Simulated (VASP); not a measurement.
# Ru in VASP: settings compared

One slab, Ru, is run at these levels: LDA, PBEsol, PBE+TS, PBE; tasks: relaxation of the atoms.

Everything below comes from runs of VASP 6.6.1. Logs are shortened: lines on timing, memory, paths and dates and some standing lists are left out, and cuts for length are marked.

## (1) The slab as given

The cell holds a slab with vacuum, 6 atoms: a = 2.706 Å, b = 2.706 Å, c = 25.705 Å, α = 90.00°, β = 90.00°, γ = 120.00°.

The slab is cut from a database's or a generator's crystal, which needn't be the stable form of the element.

## (2) Relaxation of the atoms, LDA

INCAR

```
PREC = Accurate ; ENCUT = 520
EDIFF = 1E-6 ; ISMEAR = -1
SIGMA = 0.05 ; LREAL = F
LASPH = T ; NELM = 60
ALGO = Fast ; ISIF = 2
LWAVE = F ; LCHARG = F
LDIPOL = T ; IDIPOL = 3
DIPOL = 0.5 0.5 0.500 ; GGA = CA
IBRION = 2 ; NSW = 40
EDIFFG = -0.01
```

KPOINTS

```
Automatic mesh
0
Gamma
  8 8 1
```

POSCAR

```
Ru
1.0
    2.7057993342      0.0000000000      0.0000000000
   -1.3528996671      2.3432909610      0.0000000000
    0.0000000000      0.0000000000     25.7047500000
Ru
6
Selective dynamics
Direct
    0.6666666667      0.3333333334      0.2917748665  F F F
    0.3333333333      0.6666666666      0.3750649199  F F F
    0.6666666667      0.3333333334      0.4583549733  F F F
    0.3333333333      0.6666666666      0.5416450267  T T T
    0.6666666667      0.3333333334      0.6249350801  T T T
    0.3333333333      0.6666666666      0.7082251335  T T T
```

Potentials or basis: VASP PAW LDA potentials, release 64 (Ru_pv).

Run with:

```bash
$ cat potpaw_LDA.64/Ru_pv/POTCAR > POTCAR
$ mpirun -np 1 vasp_std > vasp.out
```

OUTCAR:

```text
PREC = Accurate
   ENCUT = 520
   EDIFF = 1E-6
   ISMEAR = -1
   LREAL = F
   LASPH = T
   NELM = 60
   ISIF = 2
   GGA = CA
   IBRION = 2
   NSW = 40
   EDIFFG = -0.01

 ion  position               nearest neighbor table
   1  0.667  0.333  0.292-   2 2.65   2 2.65   2 2.65
   2  0.333  0.667  0.375-   1 2.65   3 2.65   1 2.65   3 2.65   1 2.65   3 2.65
   3  0.667  0.333  0.458-   2 2.65   2 2.65   4 2.65   4 2.65   2 2.65   4 2.65
   4  0.333  0.667  0.542-   5 2.65   5 2.65   3 2.65   3 2.65   5 2.65   3 2.65
   5  0.667  0.333  0.625-   4 2.65   6 2.65   4 2.65   6 2.65   4 2.65   6 2.65
   6  0.333  0.667  0.708-   5 2.65   5 2.65   5 2.65

  LATTYP: Found a hexagonal cell.
 ALAT       =     2.7057993342
 C/A-ratio  =     9.4998729858

  Lattice vectors:

 A1 = (   2.7057993342,   0.0000000000,   0.0000000000)
 A2 = (  -1.3528996671,   2.3432909610,   0.0000000000)
 A3 = (   0.0000000000,   0.0000000000,  25.7047500000)

Analysis of symmetry for initial positions (statically):
=====================================================================
 Subroutine PRICEL returns:
 Original cell was already a primitive cell.

 Routine SETGRP: Setting up the symmetry group for a
 hexagonal supercell.

 Subroutine GETGRP returns: Found 12 space group operations
 (whereof 12 operations were pure point group operations)
 out of a pool of 24 trial point group operations.

The static configuration has the point symmetry D_3d.

Analysis of symmetry for dynamics (positions and initial velocities):
=====================================================================
 Subroutine PRICEL returns:
 Original cell was already a primitive cell.

 Routine SETGRP: Setting up the symmetry group for a
 hexagonal supercell.

 Subroutine GETGRP returns: Found 12 space group operations
 (whereof 12 operations were pure point group operations)
 out of a pool of 24 trial point group operations.

The dynamic configuration has the point symmetry D_3d.

Analysis of constrained symmetry for selective dynamics:
=====================================================================
 Subroutine PRICEL returns:
 Original cell was already a primitive cell.

 Routine SETGRP: Setting up the symmetry group for a
 hexagonal supercell.

 Subroutine GETGRP returns: Found  6 space group operations
 (whereof  6 operations were pure point group operations)
 out of a pool of 24 trial point group operations.

The constrained configuration has the point symmetry C_3v.

 Subroutine INISYM returns: Found  6 space group operations
 (whereof  6 operations are pure point group operations),
 and found     1 'primitive' translations

----------------------------------------------------------------------------------------

                                     Primitive cell

  volume of cell :     162.9803

  direct lattice vectors                    reciprocal lattice vectors
     2.705799334  0.000000000  0.000000000     0.369576556  0.213375124  0.000000000
    -1.352899667  2.343290961  0.000000000     0.000000000  0.426750249  0.000000000
     0.000000000  0.000000000 25.704750000     0.000000000  0.000000000  0.038903316

  length of vectors
     2.705799334  2.705799334 25.704750000     0.426750249  0.426750249  0.038903316

  position of ions in fractional coordinates (direct lattice)
     0.666666667  0.333333333  0.291774866
     0.333333333  0.666666667  0.375064920
     0.666666667  0.333333333  0.458354973
     0.333333333  0.666666667  0.541645027
     0.666666667  0.333333333  0.624935080
     0.333333333  0.666666667  0.708225134

  ion indices of the primitive-cell ions
   primitive index   ion index
                 1           1
                 2           2
                 3           3
                 4           4
                 5           5
                 6           6

----------------------------------------------------------------------------------------

 KPOINTS: Automatic mesh

Automatic generation of k-mesh.
 Grid dimensions read from file:
 generate k-points for:    8    8    1

 Generating k-lattice:

  Cartesian coordinates                     Fractional coordinates (reciprocal lattice)
     0.046197070  0.026671891  0.000000000     0.125000000  0.000000000  0.000000000
     0.000000000  0.053343781  0.000000000     0.000000000  0.125000000  0.000000000
     0.000000000  0.000000000  0.038903316     0.000000000  0.000000000  1.000000000

  Length of vectors
     0.053343781  0.053343781  0.038903316

  Shift w.r.t. Gamma in fractional coordinates (k-lattice)
     0.000000000  0.000000000  0.000000000

 Subroutine IBZKPT returns following result:
 ===========================================

 Found     10 irreducible k-points:

 Following reciprocal coordinates:
            Coordinates               Weight
  0.000000  0.000000  0.000000      1.000000
  0.125000 -0.000000  0.000000      6.000000
  0.250000 -0.000000  0.000000      6.000000
  0.375000 -0.000000  0.000000      6.000000
  0.500000 -0.000000  0.000000      3.000000
  0.125000  0.125000  0.000000      6.000000
  0.250000  0.125000  0.000000     12.000000
  0.375000  0.125000  0.000000     12.000000
  0.250000  0.250000  0.000000      6.000000
  0.375000  0.250000  0.000000      6.000000
   k-points           NKPTS =     10   k-points in BZ     NKDIM =     10   number of bands    NBANDS=     50
   number of dos      NEDOS =    301   number of ions     NIONS =      6
   total plane-waves  NPLWV =  76800
   dimension x,y,z NGX =    20 NGY =   20 NGZ =  192
   dimension x,y,z NGXF=    40 NGYF=   40 NGZF=  384
   ions per type =               6
   NGX,Y,Z   is equivalent  to a cutoff of  12.29, 12.29, 12.42 a.u.
   NGXF,Y,Z  is equivalent  to a cutoff of  24.58, 24.58, 24.84 a.u.
 SYSTEM =  unknown system
   PREC   = accura    normal or accurate (medium, high low for compatibility)
   ISTART =      0    job   : 0-new  1-cont  2-samecut
   ICHARG =      2    charge: 1-file 2-atom 10-const
   ISPIN  =      1    spin polarized calculation?
   LNONCOLLINEAR =      F non collinear calculations
   LSORBIT =      F    spin-orbit coupling
   LASPH  =      T    aspherical Exc in radial PAW
   ENCUT  =  520.0 eV  38.22 Ry    6.18 a.u.   5.03  5.03 47.79*2*pi/ulx,y,z
   NELM   =     60;   NELMIN=  2; NELMDL= -5     # of ELM steps
   EDIFF  = 0.1E-05   stopping-criterion for ELM
   LREAL  =      F    real-space projection
   EDIFFG = -.1E-01   stopping-criterion for IOM
   NSW    =     40    number of steps for IOM
   IBRION =      2    ionic relax: 0-MD 1-quasi-New 2-CG
   NFREE  =      1    steps in history (QN), initial steepest desc. (CG)
   ISIF   =      2    stress and relaxation
   ISYM   =      2    0-nonsym 1-usesym 2-fastsym
   POTIM  = 0.5000    time-step for ionic-motion
   TEBEG  =    0.0;   TEEND  =   0.0 temperature during run
   PSTRESS=    0.0 pullay stress
   NELECT =      84.0000    total number of electrons
   NUPDOWN=      -1.0000    fix difference up-down
   EMIN   =  10.00;   EMAX   =-10.00  energy-range for DOS
   EFERMI =   0.00;   METHOD = LEGACY
   ISMEAR =    -1;   SIGMA  =   0.05  broadening in eV -4-tet -1-fermi 0-gaus
   EFERMI_NEDOS =   21; number of points for ismear=-14 and -15
   IALGO  =     68    algorithm
   IMIX   =      4    mixing-type and parameters
     AMIX     =   0.40;   BMIX     =  1.00
     AMIX_MAG =   1.60;   BMIX_MAG =  1.00
  volume/ion in A,a.u.               =      27.16       183.31
  Fermi-wavevector in a.u.,A,eV,Ry     =   1.312571  2.480400 23.440703  1.722843
  Thomas-Fermi vector in A             =   2.442954
   LORBIT       =      0    0 simple, 1 ext, 2 COOP (PROOUT), +10 PAW based schemes
   GGA     = CA    functional components
   LHFCALC =     F    Hartree Fock is set to
   AEXX    =    0.0000 exact exchange contribution
   IVDW    =     0    specifies the selected vdW correction
   LEPSILON=     F    determine dielectric tensor
   LRPA    =     F    only Hartree local field effects (RPA)
 conjugate gradient relaxation of ions
 non-spin polarized calculation
 RMM-DIIS sequential band-by-band and
  energy-cutoff  :      520.00
  volume of cell :      162.98
 maximum number of plane-waves:      4425
 NGX is ok and might be reduce to    20
   NGX =  9   NGY =  9   NGZ = 95

--------------------------------------- Ionic step        1  -------------------------------------------

 number of electron      84.0000027 magnetization

 Free energy of the ion-electron system (eV)
  ---------------------------------------------------
  ext. energy  EPLUGINS =         0.00000000
  ---------------------------------------------------
  free energy    TOTEN  =       -61.44319949 eV

  energy without entropy =      -61.38182508  energy(sigma->0) =      -61.41251228

------------------------ aborting loop because EDIFF is reached ----------------------------------------

  FORCE on cell =-STRESS in cart. coord.  units (eV):
  Direction    XX          YY          ZZ          XY          YZ          ZX
  --------------------------------------------------------------------------------------
  -------------------------------------------------------------------------------------
  Total       -9.5879054     -9.5879054     -8.7582916     -0.0000000      0.0000000      0.0000000
  in kB      -94.2538579    -94.2538579    -86.0983435     -0.0000000      0.0000000      0.0000000
  external PRESSURE =     -91.5353531 kB  Pullay stress =       0.0000000 kB
[... 101 lines left out ...]
  FREE ENERGIE OF THE ION-ELECTRON SYSTEM (eV)
  ---------------------------------------------------
  free  energy   TOTEN  =       -61.5232536168 eV

  energy  without entropy=      -61.4691666003  energy(sigma->0) =      -61.49621011

 vacuum level on the upper side and lower side of the slab       (xc-potential included)        -0.061         0.044

 dipolmoment           0.000000      0.000000      0.013420 electrons x Angstroem

[... ionic steps 4 to 9 ...]

--------------------------------------- Ionic step       10  -------------------------------------------

 number of electron      84.0000020 magnetization

------------------------ aborting loop because EDIFF is reached ----------------------------------------

  FORCE on cell =-STRESS in cart. coord.  units (eV):
  Direction    XX          YY          ZZ          XY          YZ          ZX
  --------------------------------------------------------------------------------------
  -------------------------------------------------------------------------------------
  Total       -8.2227690     -8.2227690     -4.1842228      0.0000000      0.0000000      0.0000000
  in kB      -80.8338910    -80.8338910    -41.1329818      0.0000000      0.0000000      0.0000000
  external PRESSURE =     -67.6002546 kB  Pullay stress =       0.0000000 kB
[... 65 lines left out ...]
  energy  without entropy=      -61.4954628018  energy(sigma->0) =      -61.52220923

--------------------------------------- Ionic step       12  -------------------------------------------

 number of electron      84.0000020 magnetization

 dipolmoment           0.000000      0.000000     -0.003260 electrons x Angstroem

 Free energy of the ion-electron system (eV)
  ---------------------------------------------------
  ext. energy  EPLUGINS =         0.00000000
  ---------------------------------------------------
  free energy    TOTEN  =       -61.54902698 eV

  energy without entropy =      -61.49557886  energy(sigma->0) =      -61.52230292

 E-fermi :   3.6845     XC(G=0):  -7.9731

 val. band max:        3.6826295153   @ k =   0.1250   0.1250   0.0000
 cond. band min:       3.7367184823   @ k =   0.2500   0.2500   0.0000
 fundamental gap:      0.0540889670
 Fermi energy:         3.6845136646

 k-point     1 :       0.0000    0.0000    0.0000
  band No.  band energies     occupation
      1     -39.8552      2.00000
      2     -39.6363      2.00000
      3     -39.2833      2.00000
      4     -39.0073      2.00000
      5     -39.0073      2.00000
      6     -38.9055      2.00000
[... 519 lines left out ...]
     49       9.8060      0.00000
     50      10.3273      0.00000

------------------------ aborting loop because EDIFF is reached ----------------------------------------

 vacuum level on the upper side and lower side of the slab       (xc-potential included)        -0.153        -0.058

  FORCE on cell =-STRESS in cart. coord.  units (eV):
  Direction    XX          YY          ZZ          XY          YZ          ZX
  --------------------------------------------------------------------------------------
  -------------------------------------------------------------------------------------
  Total       -8.2256297     -8.2256297     -4.1898427      0.0000000      0.0000000      0.0000000
  in kB      -80.8620135    -80.8620135    -41.1882281      0.0000000      0.0000000      0.0000000
  external PRESSURE =     -67.6374184 kB  Pullay stress =       0.0000000 kB

 VOLUME and BASIS-vectors are now :
 -----------------------------------------------------------------------------
  energy-cutoff  :      520.00
  volume of cell :      162.98
      direct lattice vectors                 reciprocal lattice vectors
     2.705799334  0.000000000  0.000000000     0.369576556  0.213375124  0.000000000
    -1.352899667  2.343290961  0.000000000     0.000000000  0.426750249  0.000000000
     0.000000000  0.000000000 25.704750000     0.000000000  0.000000000  0.038903316
[... 12 lines left out ...]
  FREE ENERGIE OF THE ION-ELECTRON SYSTEM (eV)
  ---------------------------------------------------
  free  energy   TOTEN  =       -61.5490269794 eV

  energy  without entropy=      -61.4955788611  energy(sigma->0) =      -61.52230292

 reached required accuracy - stopping structural energy minimisation

 vacuum level on the upper side and lower side of the slab         8.960         9.057
```

It took 13 min on 1 thread of Intel Xeon Platinum 8488C (Sapphire Rapids), shared host; peak memory 0.24 GiB.

What came out:

```yaml
Free_energy: -61.5490 eV
Energy_gained_by_relaxing: 17.6 meV/atom
Ionic_steps: 12
Band_gap_on_the_k_mesh: none (metal or under the smearing width)
```

The path:
```tsv
step	energy change (eV)	largest force (eV/Å)	pressure (GPa)
1	0.0000	1.3797	-9.15
2	-0.0790	1.3640	-8.23
3	-0.0801	1.3615	-8.08
4	-0.0894	1.3762	-7.88
5	-0.0917	1.3868	-7.70
6	-0.0962	1.3846	-7.54
7	-0.1047	1.3769	-7.03
8	-0.0954	1.3592	-5.92
9	-0.1058	1.3741	-6.79
10	-0.1058	1.3728	-6.76
11	-0.1058	1.3755	-6.77
12	-0.1058	1.3745	-6.76
```

Final structure:
```xyz
6
Lattice="2.7058 0.0000 0.0000 -1.3529 2.3433 0.0000 0.0000 0.0000 25.7048" Properties=species:S:1:pos:R:3 pbc="T T T"
Ru    1.3529    0.7811    7.5000
Ru    0.0000    1.5622    9.6409
Ru    1.3529    0.7811   11.7819
Ru    0.0000    1.5622   13.9070
Ru    1.3529    0.7811   16.0182
Ru    0.0000    1.5622   18.0322
```

## (3) Relaxation of the atoms, PBEsol (the (0 0 1) slab of Ru, cut from the database cell, not relaxed)

INCAR

```
SYSTEM = Ru
PREC = Accurate
ENCUT = 520
EDIFF = 1E-6
ISMEAR = 0
SIGMA = 0.05
LREAL = .FALSE.
LASPH = .TRUE.
NELM = 80
ALGO = Normal
ISIF = 2
LWAVE = .FALSE.
LCHARG = .FALSE.
LDIPOL = .TRUE.
IDIPOL = 3
DIPOL = 0.5 0.5 0.500
GGA = PS
IBRION = 2
NSW = 60
EDIFFG = -0.005
```

KPOINTS

```
Automatic mesh
0
G
  11 11 1
  0 0 0
```

POSCAR is that of step 2.

Potentials or basis: VASP PAW PBE potentials, release 64 (Ru_pv).

Run with:

```bash
$ cat potpaw_PBE.64/Ru_pv/POTCAR > POTCAR
$ mpirun -np 1 vasp_std > vasp.out
```

Wall time 19 min (1 thread of Intel Xeon Platinum 8375C at 2.90GHz (Ice Lake), shared host); peak memory 0.31 GiB.

Results (log left out):

| Property | Result |
| --- | --- |
| Free energy | -58.5451 eV |
| Energy gained by relaxing | 11.7 meV/atom |
| Ionic steps | 12 |
| Band gap on the k mesh | none (metal or under the smearing width) |

Step by step:
| step | energy change (eV) | largest force (eV/Å) | pressure (GPa) |
| --- | --- | --- | --- |
| 1 | 0.0000 | 1.1314 | -6.67 |
| 2 | -0.0581 | 1.1318 | -5.92 |
| 3 | -0.0588 | 1.1305 | -5.81 |
| 4 | -0.0643 | 1.1422 | -5.67 |
| 5 | -0.0650 | 1.1471 | -5.58 |
| 6 | -0.0664 | 1.1462 | -5.50 |
| 7 | -0.0693 | 1.1420 | -5.26 |
| 8 | -0.0695 | 1.1347 | -4.75 |
| 9 | -0.0704 | 1.1385 | -5.00 |
| 10 | -0.0704 | 1.1380 | -4.98 |
| 11 | -0.0703 | 1.1361 | -4.93 |
| 12 | -0.0704 | 1.1373 | -4.97 |

Final structure:
```xyz
6
Lattice="2.7058 0.0000 0.0000 -1.3529 2.3433 0.0000 0.0000 0.0000 25.7048" Properties=species:S:1:pos:R:3 pbc="T T T"
Ru    1.3529    0.7811    7.5000
Ru    0.0000    1.5622    9.6409
Ru    1.3529    0.7811   11.7819
Ru    0.0000    1.5622   13.9263
Ru    1.3529    0.7811   16.0488
Ru    0.0000    1.5622   18.0806
```

Levels at points of the mesh, in eV from the Fermi level:
| k point | band 37 | band 38 | band 39 | band 40 | band 41 | band 42 | band 43 | band 44 | band 45 | band 46 |
| --- | --- | --- | --- | --- | --- | --- | --- | --- | --- | --- |
| (0.00, 0.00, 0.00) | -2.10 | -2.03 | -1.93 | -1.93 | -1.10 | -1.10 | -0.80 | -0.48 | -0.48 | 0.29 |

Caveat: the PAW data sets were made with another functional, which shifts forces and pressure a little.

(Continued in part 2 of 2.)
